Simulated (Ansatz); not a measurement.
## Cu2O (Cuprite) under changes of volume

One of the cells (12.885 Å³/atom); the others are scaled copies at fixed shape and fractional positions:

```xyz
6
Lattice="4.2600 0.0000 0.0000 0.0000 4.2600 0.0000 0.0000 0.0000 4.2600" Properties=species:S:1:pos:R:3 pbc="T T T"
Cu    3.1950    1.0650    3.1950
Cu    3.1950    3.1950    1.0650
Cu    1.0650    3.1950    3.1950
Cu    1.0650    1.0650    1.0650
O     2.1300    2.1300    2.1300
O     0.0000    0.0000    0.0000
```

* Program: Ansatz 0.2.0
* Functional: PBE
* Potentials or basis: SPMS NC
* Cutoff: 1034 eV (not typed: the program's choice for these potentials)
* k mesh: 6 × 6 × 6
* Occupations: fermi-dirac, width 0.05 eV
* Spin: no spin polarisation

```tsv
volume (Å³/atom)	energy over the lowest point (meV/atom)	pressure (GPa)	gap on the mesh (eV)
12.112	42.16	12.8	0.62
12.369	?	?	?
12.627	11.73	6.3	0.52
12.885	3.80	3.6	0.47
13.142	0.03	1.1	0.43
13.400	0.00	-1.0	0.39
13.658	3.28	-3.0	0.35
```

Task: What does the run at 12.369 Å³/atom give?

Result: Energy over the lowest point 24.34 meV/atom; pressure 9.4 GPa; gap on the mesh 0.57 eV.

Worked out: A Birch-Murnaghan fit of order 3 (a polynomial in V^(-2/3)) to the other rows has its minimum at 13.27 Å³/atom with B0 = V·E''(V) = 112 GPa and B' = 4.8. It gives 24.36 meV/atom at 12.369 Å³/atom, against the run's 24.34, and -dE/dV = 9.4 GPa, against 9.4. A straight line through the other rows of the gap, of slope -2.24 eV per unit of ln V (its deformation potential), gives 0.57 eV, against the run's 0.57.

Energies are extrapolated to zero smearing.

A mesh can miss the band edges.
